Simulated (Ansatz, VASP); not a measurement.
One calculation of HfN, two programs

```
Hf N
1.0
     0.00000    2.28873    2.28873
     2.28873    0.00000    2.28873
     2.28873    2.28873    0.00000
Hf N
1 1
Direct
  0.00000 0.00000 0.00000
  0.50000 0.50000 0.50000
```

Change from the starting cell: volume scaled by 1.04, ions relaxed.

Alike in both runs: functional PBE; k mesh 18 × 18 × 18; occupations fermi-dirac, width 0.05 eV; no spin polarisation.

Ansatz relaxed the structure, and its values are those at the end. VASP's run is a single point on that final structure, the one shown.

|  | VASP | Ansatz |
| --- | --- | --- |
| version | VASP 6.6.1 | Ansatz 0.2.0 |
| potentials or method | VASP PAW PBE potentials, release 64 (Hf_pv, N) | plane-wave PAW, scalar-relativistic |
| plane-wave cutoff (eV) | 520 | 420 |
| valence electrons in the cell | 15 | 31 |

|  | VASP | Ansatz | Ansatz less VASP |
| --- | --- | --- | --- |
| pressure (GPa) | -7.2 | -4.9 | +2.28 |

The functional is the same, so the differences come from potentials, cutoffs and numerics. The two sets of potentials don't hold the same shells in valence. Ansatz warned: «gradients_without_spin_orbit».

Spin-orbit coupling is left out, which matters for the levels of Hf.
